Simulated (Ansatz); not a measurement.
# Ag2HCl2: the cost of one run

Computed with Ansatz 0.2.0 (DFT PBE+D3(BJ), scalar-relativistic, plane waves, PAW, unless a step's input says otherwise).

2 further runs of the same task are left out: 2 set aside as unsound or not needed.

## Step 1: The structure to begin with

It takes space group Fm-3m (No. 225, cubic). The conventional cell has a = 5.546 Å, b = 5.546 Å, c = 5.546 Å, α = 90.00°, β = 90.00°, γ = 90.00°. Around Ag (site symmetry m-3m) lie 6 Cl at 2.77 Å. Around Cl (site symmetry m-3m) lie 6 Ag at 2.77 Å.

As a file:

```cif
data_structure
_symmetry_space_group_name_H-M 'P 1'
_symmetry_Int_Tables_number 1
_cell_length_a 3.9218
_cell_length_b 3.9218
_cell_length_c 3.9218
_cell_angle_alpha 60.000
_cell_angle_beta 60.000
_cell_angle_gamma 60.000
_cell_volume 42.65
loop_
_atom_site_label
_atom_site_type_symbol
_atom_site_fract_x
_atom_site_fract_y
_atom_site_fract_z
_atom_site_occupancy
Ag1 Ag 0.50000 0.50000 0.50000 1
Cl1 Cl 0.00000 0.00000 0.00000 1
```

Source of the structure: the Crystallography Open Database.

## Step 6: The grid

Atoms count from 1 in the order of the input.

H is moved over the surface cell at a fixed height above a rigid substrate; the origin of the map has the adsorbate above Cl4; the height is held at 2.50 Å.

First coordinate, position of H5 along the first surface vector, from above Cl4: 8 values from 0.000 to 0.875, periodic. Second coordinate, position of H5 along the second surface vector, from above Cl4: 8 values from 0.000 to 0.875, periodic.

Nothing else is relaxed. Points are written as (first, second).

The two vectors of the plane (Å): (3.897, 0.000, 0.000); (0.000, 3.897, 0.000).

(The set-up runs are not shown.)

## Step 7: The run at (2/8, 2/8) of the map's two axes

File input.yaml:

```yaml
crystal:
  lattice:
    - [3.8966246593, 0.0, 0.0]
    - [0.0, 3.8966246593, 0.0]
    - [0.0, 0.0, 20.1478735173]
  atoms:
    - { symbol: Ag, position: [0.0, 0.0, 0.1985321179] }
    - { symbol: Cl, position: [0.5, 0.5, 0.1985321179] }
    - { symbol: Ag, position: [0.5, 0.5, 0.3337564577] }
    - { symbol: Cl, position: [0.0, 0.0, 0.3398807081] }
    - { symbol: H, position: [0.25, 0.25, 0.4639632817], spin: 1.0 }
basis:
  ecutwfc: 420
kpoints:
  mp_grid: { grid: [7, 7, 1] }
hamiltonian:
  xc: pbe
  dispersion: d3bj
scf:
  occupations: { method: gaussian, width: 0.05 }
output:
  forces: true
  eigenvalues: true
  populations: true
magnetization:
  spin_polarized: true
efield:
  axis: 3
  dipole_correction: true
  ramp_width: 0.04
```

On the command line:

```bash
$ ansatz run input.yaml --threads 1 --pin off --max-ram 3072MiB --backend cpu --events-out ev --progress --plain --runs-dir out
```

Q: Estimate wall time and peak memory on 1 thread of Intel Xeon 6975P-C (Granite Rapids), shared host.

About 23 s, with a peak of 0.64 GiB.
